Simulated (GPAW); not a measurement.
# Au (Fm-3m) in GPAW: settings compared

Aim: see how the results for Au move with the level of theory and the settings. Levels: RPBE+D3(BJ), RPBE+D4. Tasks: relaxation of cell and atoms.

Everything below comes from runs of GPAW 26.7.0. Logs are shortened: lines on timing, memory, paths and dates and some standing lists are left out, and cuts for length are marked. The log counts tension as positive stress, the text compression.

### 1 Starting point

It takes space group Fm-3m (No. 225, cubic). The conventional cell has a = 4.070 Å, b = 4.070 Å, c = 4.070 Å, α = 90.00°, β = 90.00°, γ = 90.00°. Around Au (site symmetry m-3m) lie 12 Au at 2.88 Å.

### 2 Relaxation of cell and atoms, RPBE+D3(BJ)

Contents of run.py:

```python
from ase import Atoms
from ase.calculators.mixing import SumCalculator
from ase.filters import FrechetCellFilter
from ase.io import write
from ase.optimize import BFGS
from dftd3.ase import DFTD3
from gpaw import GPAW, PW

atoms = Atoms(['Au'],
              cell=[[0.0, 2.035, 2.035],
                    [2.035, 0.0, 2.035],
                    [2.035, 2.035, 0.0]],
              scaled_positions=[[0.0, 0.0, 0.0]],
              pbc=True)

calc = GPAW(mode=PW(600),
            xc='RPBE',
            kpts={'size': (11, 11, 11), 'gamma': True},
            occupations={'name': 'fermi-dirac', 'width': 0.05},
            nbands=14,
            convergence={'density': 1e-05, 'forces': 0.0001},
            maxiter=150,
            txt='gpaw.txt')
atoms.calc = SumCalculator([calc, DFTD3(method='rpbe', damping='d3bj')])
opt = BFGS(FrechetCellFilter(atoms), trajectory='relax.traj', logfile='-')
done = opt.run(fmax=0.01, steps=100)
calc.write('gs.gpw')
write('result.traj', atoms)
print('Converged:', done)
print('Cell:', atoms.cell.cellpar().round(4))
print('Volume:', round(atoms.get_volume(), 4))
print(atoms.get_scaled_positions().round(5))
```

Potentials or basis: the program's PAW data sets (release 1.2.1) made for this functional, pw.

Started as:

```sh
$ OMP_NUM_THREADS=1 python run.py
```

gpaw.txt:

```text
__  _  _
 | _ |_)|_||  |
 |__||  | ||/\| - 26.7.0

Input parameters:
  mode=PW(ecut=600.0),
  convergence={'density': 1e-05, 'forces': 0.0001},
  kpts=MonkhorstPack(size=(11, 11, 11), gamma=True),
  maxiter=150,
  nbands=14,
  occupations=Occupations(name='fermi-dirac', width=0.05),
  xc=XC(name='RPBE')

Diagonalizing LCAO Hamiltonian
Converting LCAO to pw mode

       Au

Atoms  # Å, Bohr magnetons
|   | symbol |        x |        y |        z |    initial magnetic moments |
|---|--------|----------|----------|----------|-----------------------------|
| 0 |     Au | 0.000000 | 0.000000 | 0.000000 | ( 0.0000,  0.0000,  0.0000) |

Unit cell  # Å
| periodic |        x |        y |        z |  lengths |    angles |
|----------|----------|----------|----------|----------|-----------|
|      yes | 0.000000 | 2.035000 | 2.035000 | 2.877925 | 60.000000 |
|      yes | 2.035000 | 0.000000 | 2.035000 | 2.877925 | 60.000000 |
|      yes | 2.035000 | 2.035000 | 0.000000 | 2.877925 | 60.000000 |

Number of symmetries: 48
Symmetry operations  # r_c * U_cc + t_c -> r_c
|    | kind |            matrix            |
|----|------|------------------------------|
|  0 |  σ   |  1, 0, 0,  1, 0,-1,  1,-1, 0 |
|  1 |  C2  |  1, 0, 0,  1,-1, 0,  1, 0,-1 |
|  2 |  E   |  1, 0, 0,  0, 1, 0,  0, 0, 1 |
|  3 |  σ   |  1, 0, 0,  0, 0, 1,  0, 1, 0 |
|  4 |  C4  |  1, 0,-1,  1, 0, 0,  1,-1, 0 |
|  5 |  S6  |  1, 0,-1,  1,-1, 0,  1, 0, 0 |
|  6 |  σ   |  1, 0,-1,  0, 1,-1,  0, 0,-1 |
|  7 |  C3  |  1, 0,-1,  0, 0,-1,  0, 1,-1 |
|  8 |  S6  |  1,-1, 0,  1, 0, 0,  1, 0,-1 |
|  9 |  C4  |  1,-1, 0,  1, 0,-1,  1, 0, 0 |
| 10 |  C3  |  1,-1, 0,  0,-1, 1,  0,-1, 0 |
| 11 |  σ   |  1,-1, 0,  0,-1, 0,  0,-1, 1 |
| 12 |  σ   |  0, 1, 0,  1, 0, 0,  0, 0, 1 |
| 13 |  C4  |  0, 1, 0,  0, 1,-1, -1, 1, 0 |
| 14 |  C3  |  0, 1, 0,  0, 0, 1,  1, 0, 0 |
| 15 |  S6  |  0, 1, 0, -1, 1, 0,  0, 1,-1 |
| 16 |  C2  |  0, 1,-1,  1, 0,-1,  0, 0,-1 |
| 17 |  σ   |  0, 1,-1,  0, 1, 0, -1, 1, 0 |
| 18 |  S4  |  0, 1,-1,  0, 0,-1,  1, 0,-1 |
| 19 |  C4  |  0, 1,-1, -1, 1, 0,  0, 1, 0 |
| 20 |  C3  |  0, 0, 1,  1, 0, 0,  0, 1, 0 |
| 21 |  σ   |  0, 0, 1,  0, 1, 0,  1, 0, 0 |
| 22 |  S6  |  0, 0, 1,  0,-1, 1, -1, 0, 1 |
| 23 |  C4  |  0, 0, 1, -1, 0, 1,  0,-1, 1 |
| 24 |  S4  |  0, 0,-1,  1, 0,-1,  0, 1,-1 |
| 25 |  C3  |  0, 0,-1,  0, 1,-1,  1, 0,-1 |
| 26 |  C2  |  0, 0,-1,  0,-1, 0, -1, 0, 0 |
| 27 |  S6  |  0, 0,-1, -1, 0, 0,  0,-1, 0 |
| 28 |  S4  |  0,-1, 1,  1,-1, 0,  0,-1, 0 |
| 29 |  C4  |  0,-1, 1,  0, 0, 1, -1, 0, 1 |
| 30 |  C2  |  0,-1, 1,  0,-1, 0,  1,-1, 0 |
| 31 |  σ   |  0,-1, 1, -1, 0, 1,  0, 0, 1 |
| 32 |  C3  |  0,-1, 0,  1,-1, 0,  0,-1, 1 |
| 33 |  S6  |  0,-1, 0,  0, 0,-1, -1, 0, 0 |
[... 154 lines left out ...]
Fermi level: 10.291
Eigenvalues  # (at kpt = [0.000, 0.000, 0.000])
| band index |      eig [eV] | occ [0-2] |
|------------|---------------|-----------|
|          0 |         0.331 |     2.000 |
|          1 |         5.486 |     2.000 |
|          2 |         5.486 |     2.000 |
|          3 |         5.486 |     2.000 |
|          4 |         7.016 |     2.000 |
|          5 |         7.016 |     2.000 |
|          6 |        25.879 |     0.000 |
|          7 |        29.800 |     0.000 |
|          8 |        29.800 |     0.000 |
|          9 |        29.800 |     0.000 |
|         10 |        33.858 |     0.000 |
|         11 |        38.332 |     0.000 |
|         12 |        38.332 |     0.000 |
|         13 |        38.332 |     0.000 |

No gap
No difference between direct/indirect transitions

Stress tensor  # eV/Ang^3
|         x |         y |         z |
|-----------|-----------|-----------|
| -0.107043 | -0.000000 |  0.000000 |
| -0.000000 | -0.107043 |  0.000000 |
|  0.000000 |  0.000000 | -0.107043 |

Forces  # eV/Ang
|       x |       y |       z |
|---------|---------|---------|
| 0.00000 | 0.00000 | 0.00000 |  # Au   0

Interpolating wave functions to new cell

       Au

Atoms  # Å, Bohr magnetons
|   | symbol |        x |         y |        z |    initial magnetic moments |
|---|--------|----------|-----------|----------|-----------------------------|
| 0 |     Au | 0.000000 | -0.000000 | 0.000000 | ( 0.0000,  0.0000,  0.0000) |

Unit cell  # Å
| periodic |        x |        y |         z |  lengths |    angles |
|----------|----------|----------|-----------|----------|-----------|
|      yes | 0.000000 | 1.964806 |  1.964806 | 2.778655 | 60.000000 |
|      yes | 1.964806 | 0.000000 |  1.964806 | 2.778655 | 60.000000 |
|      yes | 1.964806 | 1.964806 | -0.000000 | 2.778655 | 60.000000 |

Number of symmetries: 48
Symmetry operations  # r_c * U_cc + t_c -> r_c
|    | kind |            matrix            |
|----|------|------------------------------|
|  0 |  σ   |  1, 0, 0,  1, 0,-1,  1,-1, 0 |
|  1 |  C2  |  1, 0, 0,  1,-1, 0,  1, 0,-1 |
|  2 |  E   |  1, 0, 0,  0, 1, 0,  0, 0, 1 |
|  3 |  σ   |  1, 0, 0,  0, 0, 1,  0, 1, 0 |
|  4 |  C4  |  1, 0,-1,  1, 0, 0,  1,-1, 0 |
|  5 |  S6  |  1, 0,-1,  1,-1, 0,  1, 0, 0 |
|  6 |  σ   |  1, 0,-1,  0, 1,-1,  0, 0,-1 |
|  7 |  C3  |  1, 0,-1,  0, 0,-1,  0, 1,-1 |
|  8 |  S6  |  1,-1, 0,  1, 0, 0,  1, 0,-1 |
|  9 |  C4  |  1,-1, 0,  1, 0,-1,  1, 0, 0 |
| 10 |  C3  |  1,-1, 0,  0,-1, 1,  0,-1, 0 |
| 11 |  σ   |  1,-1, 0,  0,-1, 0,  0,-1, 1 |
| 12 |  σ   |  0, 1, 0,  1, 0, 0,  0, 0, 1 |
| 13 |  C4  |  0, 1, 0,  0, 1,-1, -1, 1, 0 |
| 14 |  C3  |  0, 1, 0,  0, 0, 1,  1, 0, 0 |
| 15 |  S6  |  0, 1, 0, -1, 1, 0,  0, 1,-1 |
| 16 |  C2  |  0, 1,-1,  1, 0,-1,  0, 0,-1 |
| 17 |  σ   |  0, 1,-1,  0, 1, 0, -1, 1, 0 |
| 18 |  S4  |  0, 1,-1,  0, 0,-1,  1, 0,-1 |
| 19 |  C4  |  0, 1,-1, -1, 1, 0,  0, 1, 0 |
| 20 |  C3  |  0, 0, 1,  1, 0, 0,  0, 1, 0 |
| 21 |  σ   |  0, 0, 1,  0, 1, 0,  1, 0, 0 |
| 22 |  S6  |  0, 0, 1,  0,-1, 1, -1, 0, 1 |
| 23 |  C4  |  0, 0, 1, -1, 0, 1,  0,-1, 1 |
| 24 |  S4  |  0, 0,-1,  1, 0,-1,  0, 1,-1 |
| 25 |  C3  |  0, 0,-1,  0, 1,-1,  1, 0,-1 |
| 26 |  C2  |  0, 0,-1,  0,-1, 0, -1, 0, 0 |
| 27 |  S6  |  0, 0,-1, -1, 0, 0,  0,-1, 0 |
| 28 |  S4  |  0,-1, 1,  1,-1, 0,  0,-1, 0 |
| 29 |  C4  |  0,-1, 1,  0, 0, 1, -1, 0, 1 |
| 30 |  C2  |  0,-1, 1,  0,-1, 0,  1,-1, 0 |
| 31 |  σ   |  0,-1, 1, -1, 0, 1,  0, 0, 1 |
| 32 |  C3  |  0,-1, 0,  1,-1, 0,  0,-1, 1 |
| 33 |  S6  |  0,-1, 0,  0, 0,-1, -1, 0, 0 |
[... 154 lines left out ...]
Fermi level: 12.154
Eigenvalues  # (at kpt = [0.000, 0.000, 0.000])
| band index |      eig [eV] | occ [0-2] |
|------------|---------------|-----------|
|          0 |         1.083 |     2.000 |
|          1 |         6.802 |     2.000 |
|          2 |         6.802 |     2.000 |
|          3 |         6.802 |     2.000 |
|          4 |         8.641 |     2.000 |
|          5 |         8.641 |     2.000 |
|          6 |        27.853 |     0.000 |
|          7 |        32.423 |     0.000 |
|          8 |        32.423 |     0.000 |
|          9 |        32.423 |     0.000 |
|         10 |        36.593 |     0.000 |
|         11 |        42.318 |     0.000 |
|         12 |        42.318 |     0.000 |
|         13 |        42.318 |     0.000 |

No gap
No difference between direct/indirect transitions

Stress tensor  # eV/Ang^3
|         x |         y |         z |
|-----------|-----------|-----------|
| -0.295245 | -0.000000 | -0.000000 |
| -0.000000 | -0.295245 |  0.000000 |
| -0.000000 |  0.000000 | -0.295245 |

Forces  # eV/Ang
|        x |       y |        z |
|----------|---------|----------|
| -0.00000 | 0.00000 | -0.00000 |  # Au   0

Interpolating wave functions to new cell

       Au

Atoms  # Å, Bohr magnetons
|   | symbol |        x |         y |         z |    initial magnetic moments |
|---|--------|----------|-----------|-----------|-----------------------------|
| 0 |     Au | 0.000000 | -0.000000 | -0.000000 | ( 0.0000,  0.0000,  0.0000) |

Unit cell  # Å
| periodic |         x |         y |        z |  lengths |    angles |
|----------|-----------|-----------|----------|----------|-----------|
|      yes | -0.000000 |  1.965716 | 1.965716 | 2.779942 | 60.000000 |
|      yes |  1.965716 | -0.000000 | 1.965716 | 2.779942 | 60.000000 |
|      yes |  1.965716 |  1.965716 | 0.000000 | 2.779942 | 60.000000 |

Number of symmetries: 48
Symmetry operations  # r_c * U_cc + t_c -> r_c
|    | kind |            matrix            |
|----|------|------------------------------|
|  0 |  σ   |  1, 0, 0,  1, 0,-1,  1,-1, 0 |
|  1 |  C2  |  1, 0, 0,  1,-1, 0,  1, 0,-1 |
|  2 |  E   |  1, 0, 0,  0, 1, 0,  0, 0, 1 |
|  3 |  σ   |  1, 0, 0,  0, 0, 1,  0, 1, 0 |
|  4 |  C4  |  1, 0,-1,  1, 0, 0,  1,-1, 0 |
|  5 |  S6  |  1, 0,-1,  1,-1, 0,  1, 0, 0 |
|  6 |  σ   |  1, 0,-1,  0, 1,-1,  0, 0,-1 |
|  7 |  C3  |  1, 0,-1,  0, 0,-1,  0, 1,-1 |
|  8 |  S6  |  1,-1, 0,  1, 0, 0,  1, 0,-1 |
|  9 |  C4  |  1,-1, 0,  1, 0,-1,  1, 0, 0 |
| 10 |  C3  |  1,-1, 0,  0,-1, 1,  0,-1, 0 |
| 11 |  σ   |  1,-1, 0,  0,-1, 0,  0,-1, 1 |
| 12 |  σ   |  0, 1, 0,  1, 0, 0,  0, 0, 1 |
| 13 |  C4  |  0, 1, 0,  0, 1,-1, -1, 1, 0 |
| 14 |  C3  |  0, 1, 0,  0, 0, 1,  1, 0, 0 |
| 15 |  S6  |  0, 1, 0, -1, 1, 0,  0, 1,-1 |
| 16 |  C2  |  0, 1,-1,  1, 0,-1,  0, 0,-1 |
| 17 |  σ   |  0, 1,-1,  0, 1, 0, -1, 1, 0 |
| 18 |  S4  |  0, 1,-1,  0, 0,-1,  1, 0,-1 |
| 19 |  C4  |  0, 1,-1, -1, 1, 0,  0, 1, 0 |
| 20 |  C3  |  0, 0, 1,  1, 0, 0,  0, 1, 0 |
| 21 |  σ   |  0, 0, 1,  0, 1, 0,  1, 0, 0 |
| 22 |  S6  |  0, 0, 1,  0,-1, 1, -1, 0, 1 |
| 23 |  C4  |  0, 0, 1, -1, 0, 1,  0,-1, 1 |
| 24 |  S4  |  0, 0,-1,  1, 0,-1,  0, 1,-1 |
| 25 |  C3  |  0, 0,-1,  0, 1,-1,  1, 0,-1 |
| 26 |  C2  |  0, 0,-1,  0,-1, 0, -1, 0, 0 |
| 27 |  S6  |  0, 0,-1, -1, 0, 0,  0,-1, 0 |
| 28 |  S4  |  0,-1, 1,  1,-1, 0,  0,-1, 0 |
| 29 |  C4  |  0,-1, 1,  0, 0, 1, -1, 0, 1 |
| 30 |  C2  |  0,-1, 1,  0,-1, 0,  1,-1, 0 |
| 31 |  σ   |  0,-1, 1, -1, 0, 1,  0, 0, 1 |
| 32 |  C3  |  0,-1, 0,  1,-1, 0,  0,-1, 1 |
| 33 |  S6  |  0,-1, 0,  0, 0,-1, -1, 0, 0 |
[... 152 lines left out ...]
Fermi level: 12.128
Eigenvalues  # (at kpt = [0.000, 0.000, 0.000])
| band index |      eig [eV] | occ [0-2] |
|------------|---------------|-----------|
|          0 |         1.072 |     2.000 |
|          1 |         6.783 |     2.000 |
|          2 |         6.783 |     2.000 |
|          3 |         6.783 |     2.000 |
|          4 |         8.619 |     2.000 |
|          5 |         8.619 |     2.000 |
|          6 |        27.825 |     0.000 |
|          7 |        32.387 |     0.000 |
|          8 |        32.387 |     0.000 |
|          9 |        32.387 |     0.000 |
|         10 |        36.555 |     0.000 |
|         11 |        42.263 |     0.000 |
|         12 |        42.263 |     0.000 |
|         13 |        42.263 |     0.000 |

No gap
No difference between direct/indirect transitions

Stress tensor  # eV/Ang^3
|         x |         y |         z |
|-----------|-----------|-----------|
| -0.292084 | -0.000000 |  0.000000 |
| -0.000000 | -0.292084 |  0.000000 |
|  0.000000 |  0.000000 | -0.292084 |

Forces  # eV/Ang
|       x |       y |       z |
|---------|---------|---------|
| 0.00000 | 0.00000 | 0.00000 |  # Au   0

# Writing to gs.gpw (mode='')
```

It took 23 s on 1 thread of Arm Neoverse V1, shared host; peak memory 0.16 GiB.

What came out:

```yaml
Free_energy: -6.2229 eV
Relaxed_volume: 15.19 Å³/atom
Relaxed_cell: a = 2.780 Å, b = 2.780 Å, c = 2.780 Å, α = 60.00°, β = 60.00°, γ = 60.00°
Space_group_after_relaxing_to_0.05_Å: Fm-3m (No. 225)
Energy_gained_by_relaxing: 134.5 meV/atom
Ionic_steps: 3
Pressure_after_relaxing: -0.1 GPa
Band_gap_on_the_k_mesh: none (metal or under the smearing width)
Dispersion_energy_per_atom: -4.028 eV
```

The path:
```csv
step,energy change (eV),largest force (eV/Å),pressure (GPa),volume (Å³)
1,0.0000,0.0000,-23.36,16.85
2,-0.1344,0.0000,0.35,15.17
3,-0.1345,0.0000,-0.07,15.19
```

Final structure:
```xyz
1
Lattice="0.0000 1.9657 1.9657 1.9657 0.0000 1.9657 1.9657 1.9657 0.0000" Properties=species:S:1:pos:R:3 pbc="T T T"
Au    0.0000    0.0000    0.0000
```

Caveat: with this Au data set, volumes or pressures lay over 1.5 % or 2 GPa off other programs in two to four cells of ten; later steps reuse the first step's grids; pairwise dispersion overbinds metals, which lowers pressure and volume.

### 3 Relaxation of cell and atoms, RPBE+D4

Contents of run.py:

```python
from ase.calculators.mixing import SumCalculator
from ase.filters import FrechetCellFilter
from ase.io import read, write
from ase.optimize import BFGS
from dftd4.ase import DFTD4
from gpaw import GPAW, PW

atoms = read('Au.xyz')

calc = GPAW(mode=PW(600),
            xc='RPBE',
            kpts={'size': (11, 11, 11), 'gamma': True},
            occupations={'name': 'fermi-dirac', 'width': 0.05},
            nbands=14,
            convergence={'density': 1e-05, 'forces': 0.0001},
            maxiter=150,
            txt='gpaw.txt')
atoms.calc = SumCalculator([calc, DFTD4(method='rpbe')])
opt = BFGS(FrechetCellFilter(atoms), trajectory='relax.traj', logfile='-')
done = opt.run(fmax=0.01, steps=60)
calc.write('gs.gpw')
write('result.traj', atoms)
print('Converged:', done)
print('Cell:', atoms.cell.cellpar().round(4))
print('Volume:', round(atoms.get_volume(), 4))
print(atoms.get_scaled_positions().round(5))
```

Contents of Au.xyz:

```xyz
1
Lattice="0.0000000000 2.0350000000 2.0350000000 2.0350000000 0.0000000000 2.0350000000 2.0350000000 2.0350000000 0.0000000000" Properties=species:S:1:pos:R:3 pbc="T T T"
Au     0.0000000000      0.0000000000      0.0000000000
```

Potentials or basis: the program's PAW data sets (release 1.2.1) made for this functional, pw.

Started as:

```sh
$ OMP_NUM_THREADS=1 python run.py
```

It took 35 s on 1 thread of Arm Neoverse V1, shared host; peak memory 0.16 GiB.

Results (log left out):

```
Free energy                            : -3.8391 eV
Relaxed volume                         : 17.39 Å³/atom
Relaxed cell                           : a = 2.908 Å, b = 2.908 Å, c = 2.908 Å, α = 60.00°, β = 60.00°, γ = 60.00°
Space group after relaxing (to 0.05 Å) : Fm-3m (No. 225)
Energy gained by relaxing              : 9.5 meV/atom
Ionic steps                            : 3
Pressure after relaxing                : 0.1 GPa
Band gap on the k mesh                 : none (metal or under the smearing width)
Dispersion energy per atom             : -1.281 eV
```

The path:
| step | energy change (eV) | largest force (eV/Å) | pressure (GPa) | volume (Å³) |
| --- | --- | --- | --- | --- |
| 1 | 0.0000 | 0.0000 | 5.59 | 16.85 |
| 2 | -0.0090 | 0.0000 | 1.04 | 17.28 |
| 3 | -0.0095 | 0.0000 | 0.06 | 17.39 |

Final structure:
```cif
data_structure
_symmetry_space_group_name_H-M 'P 1'
_symmetry_Int_Tables_number 1
_cell_length_a 2.9080
_cell_length_b 2.9080
_cell_length_c 2.9080
_cell_angle_alpha 60.000
_cell_angle_beta 60.000
_cell_angle_gamma 60.000
_cell_volume 17.39
loop_
_atom_site_label
_atom_site_type_symbol
_atom_site_fract_x
_atom_site_fract_y
_atom_site_fract_z
_atom_site_occupancy
Au1 Au 0.00000 0.00000 0.00000 1
```

Levels at points of the mesh, in eV from the Fermi level:
```tsv
k point	band 3	band 4	band 5	band 6	band 7	band 8	band 9	band 10
(0.00, 0.00, 0.00)	-4.67	-4.67	-3.22	-3.22	15.53	19.26	19.26	19.26
```

Caveat: with this Au data set, volumes or pressures lay over 1.5 % or 2 GPa off other programs in two to four cells of ten; later steps reuse the first step's grids; pairwise dispersion overbinds metals, which lowers pressure and volume.
